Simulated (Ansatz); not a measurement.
A relaxation computed with Ansatz, from input to last step.

```yaml
crystal:
  lattice:
    - [3.4766556982, 0.0, 0.0]
    - [0.0, 13.2894720291, 0.0]
    - [0.0, 0.0, 3.6221728063]
  atoms:
    - { symbol: Ti, position: [0.5, 0.6031810518, 0.75] }
    - { symbol: Ti, position: [0.0, 0.8968189482, 0.25] }
    - { symbol: Ti, position: [0.0, 0.1031810518, 0.75] }
    - { symbol: Ti, position: [0.5, 0.3968189482, 0.25] }
    - { symbol: Si, position: [0.5, 0.9408524756, 0.75] }
    - { symbol: Si, position: [0.0, 0.5591475244, 0.25] }
    - { symbol: Si, position: [0.0, 0.7501718638, 0.75] }
    - { symbol: Si, position: [0.5, 0.7498281362, 0.25] }
    - { symbol: Si, position: [0.0, 0.4408524756, 0.75] }
    - { symbol: Si, position: [0.5, 0.0591475244, 0.25] }
    - { symbol: Si, position: [0.5, 0.2501718638, 0.75] }
    - { symbol: Si, position: [0.0, 0.2498281362, 0.25] }
basis:
  ecutwfc: 420
kpoints:
  mp_grid: { grid: [10, 4, 10] }
hamiltonian:
  xc: pbe
scf:
  occupations: { method: gaussian, width: 0.1 }
output:
  forces: true
  stress: true
  eigenvalues: true
  write_density: true
  write_potential: true
  elf: true
  volumetric_format: npy
relax:
  adjacent_minimum: "off"
  f_tol: 0.008
  max_steps: 40
  cell: { stress_tol: 0.015, fix: [a, b, gamma] }
```

```bash
ansatz run input.yaml --threads 1 --pin off --max-ram 2560MiB --backend cpu --events-out ev --progress --plain --runs-dir out
```

The calculation used DFT PBE, scalar-relativistic, plane waves, PAW in Ansatz 0.2.0.

Of 5 frames 4 are shown, positions in Å and forces in eV/Å; the SCF threshold varies from step to step. Steps run on the plane waves of an earlier cell, with a Pulay correction in the pressure. The basis is chosen afresh for the last frame, the zero of the energies, and at times for earlier ones too; energy and pressure step there, also at an unchanged geometry.

```xyz
12
Lattice="3.4767 0.0000 0.0000 0.0000 13.2895 0.0000 0.0000 0.0000 3.6222" Properties=species:S:1:pos:R:3:forces:R:3 pbc="T T T" step=1 free_energy_over_end_meV_per_atom=0.59 pressure_GPa=3.62
Ti    1.7383    8.0160    2.7166    0.0000   -0.1821    0.0000
Ti    0.0000   11.9183    0.9055    0.0000    0.1821    0.0000
Ti    0.0000    1.3712    2.7166    0.0000   -0.1821    0.0000
Ti    1.7383    5.2735    0.9055    0.0000    0.1821    0.0000
Si    1.7383   12.5034    2.7166    0.0000   -0.0567    0.0000
Si    0.0000    7.4308    0.9055    0.0000    0.0567    0.0000
Si    0.0000    9.9694    2.7166    0.0000    0.1068    0.0000
Si    1.7383    9.9648    0.9055    0.0000   -0.1068    0.0000
Si    0.0000    5.8587    2.7166    0.0000   -0.0567    0.0000
Si    1.7383    0.7860    0.9055    0.0000    0.0567    0.0000
Si    1.7383    3.3247    2.7166    0.0000    0.1068    0.0000
Si    0.0000    3.3201    0.9055    0.0000   -0.1068    0.0000
12
Lattice="3.4767 0.0000 0.0000 0.0000 13.2895 0.0000 0.0000 0.0000 3.6163" Properties=species:S:1:pos:R:3:forces:R:3 pbc="T T T" step=2 free_energy_over_end_meV_per_atom=0.11 pressure_GPa=3.68
Ti    1.7383    8.0011    2.7122    0.0000    0.0870    0.0000
Ti    0.0000   11.9331    0.9041    0.0000   -0.0870    0.0000
Ti    0.0000    1.3564    2.7122    0.0000    0.0870    0.0000
Ti    1.7383    5.2884    0.9041    0.0000   -0.0870    0.0000
Si    1.7383   12.5005    2.7122    0.0000   -0.0372    0.0000
Si    0.0000    7.4337    0.9041    0.0000    0.0372    0.0000
Si    0.0000    9.9764    2.7122    0.0000    0.0379    0.0000
Si    1.7383    9.9578    0.9041    0.0000   -0.0379    0.0000
Si    0.0000    5.8558    2.7122    0.0000   -0.0372    0.0000
Si    1.7383    0.7890    0.9041    0.0000    0.0372    0.0000
Si    1.7383    3.3317    2.7122    0.0000    0.0379    0.0000
Si    0.0000    3.3131    0.9041    0.0000   -0.0379    0.0000
12
Lattice="3.4767 0.0000 0.0000 0.0000 13.2895 0.0000 0.0000 0.0000 3.6171" Properties=species:S:1:pos:R:3:forces:R:3 pbc="T T T" step=3 free_energy_over_end_meV_per_atom=0.00 pressure_GPa=3.66
Ti    1.7383    8.0055    2.7128    0.0000    0.0075    0.0000
Ti    0.0000   11.9288    0.9043    0.0000   -0.0075    0.0000
Ti    0.0000    1.3607    2.7128    0.0000    0.0075    0.0000
Ti    1.7383    5.2840    0.9043    0.0000   -0.0075    0.0000
Si    1.7383   12.4988    2.7128    0.0000   -0.0108    0.0000
Si    0.0000    7.4354    0.9043    0.0000    0.0108    0.0000
Si    0.0000    9.9798    2.7128    0.0000    0.0111    0.0000
Si    1.7383    9.9544    0.9043    0.0000   -0.0111    0.0000
Si    0.0000    5.8541    2.7128    0.0000   -0.0108    0.0000
Si    1.7383    0.7907    0.9043    0.0000    0.0108    0.0000
Si    1.7383    3.3350    2.7128    0.0000    0.0111    0.0000
Si    0.0000    3.3097    0.9043    0.0000   -0.0111    0.0000
12
Lattice="3.4767 0.0000 0.0000 0.0000 13.2895 0.0000 0.0000 0.0000 3.6169" Properties=species:S:1:pos:R:3:forces:R:3 pbc="T T T" step=5 free_energy_over_end_meV_per_atom=0.00 pressure_GPa=3.66
Ti    1.7383    8.0058    2.7127    0.0000    0.0000    0.0000
Ti    0.0000   11.9284    0.9042    0.0000    0.0000    0.0000
Ti    0.0000    1.3611    2.7127    0.0000    0.0000    0.0000
Ti    1.7383    5.2836    0.9042    0.0000    0.0000    0.0000
Si    1.7383   12.4979    2.7127    0.0000    0.0005    0.0000
Si    0.0000    7.4363    0.9042    0.0000   -0.0005    0.0000
Si    0.0000    9.9810    2.7127    0.0000    0.0005    0.0000
Si    1.7383    9.9532    0.9042    0.0000   -0.0005    0.0000
Si    0.0000    5.8532    2.7127    0.0000    0.0005    0.0000
Si    1.7383    0.7916    0.9042    0.0000   -0.0005    0.0000
Si    1.7383    3.3363    2.7127    0.0000    0.0005    0.0000
Si    0.0000    3.3085    0.9042    0.0000   -0.0005    0.0000
```

It took 6.1 min on 1 thread of Intel(R) Xeon(R) Platinum 8375C CPU @ 2.90GHz (Ice Lake), with other jobs on the host, peak memory 0.92 GiB.